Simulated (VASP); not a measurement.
Crystal: TaN.

```
Ta N
1.0
     2.92177    0.00000    0.00000
    -1.46088    2.53033    0.00000
     0.00000    0.00000    5.91652
Ta N
2 2
Direct
  0.00000 0.00000 0.50000
  0.00000 0.00000 0.00000
  0.33333 0.66667 0.25000
  0.66667 0.33333 0.75000
```

The cell comes from a database or a generator and needn't be the stable form of this composition.

* Program: VASP 6.6.1
* Task: relaxation of cell and atoms
* Functional: PBE
* Dispersion: D3(BJ)
* Potentials or basis: VASP PAW PBE potentials, release 64 (Ta_pv, N)
* Cutoff: 600 eV
* k mesh: 10 × 10 × 5
* Occupations: fermi-dirac, width 0.05 eV
* Spin: no spin polarisation

At the start: pressure -7.4 GPa; volume 10.94 Å³/atom.

**Question.** Where does the relaxation end?

**Answer.** Over 6 steps the energy falls by 5.8 meV/atom and the volume is 10.69 Å³/atom (-2.3 %); space group P6_3/mmc (No. 194, to 0.05 Å).

Step by step:
```csv
step,energy change (eV),largest force (eV/Å),pressure (GPa),volume (Å³)
1,0.0000,0.0000,-7.40,43.74
2,0.1033,0.0000,19.86,40.62
3,-0.0230,0.0000,-0.12,42.78
4,-0.0230,0.0000,0.03,42.76
5,-0.0231,0.0000,0.01,42.75
6,-0.0233,0.0000,0.02,42.76
```

Final structure:
```cif
data_structure
_symmetry_space_group_name_H-M 'P 1'
_symmetry_Int_Tables_number 1
_cell_length_a 2.8974
_cell_length_b 2.8974
_cell_length_c 5.8810
_cell_angle_alpha 90.000
_cell_angle_beta 90.000
_cell_angle_gamma 120.000
_cell_volume 42.76
loop_
_atom_site_label
_atom_site_type_symbol
_atom_site_fract_x
_atom_site_fract_y
_atom_site_fract_z
_atom_site_occupancy
Ta1 Ta 0.00000 0.00000 0.50000 1
Ta2 Ta 0.00000 0.00000 0.00000 1
N1 N 0.33333 0.66667 0.25000 1
N2 N 0.66667 0.33333 0.75000 1
```

Caveat: pairwise dispersion overbinds metals, which lowers pressure and volume.
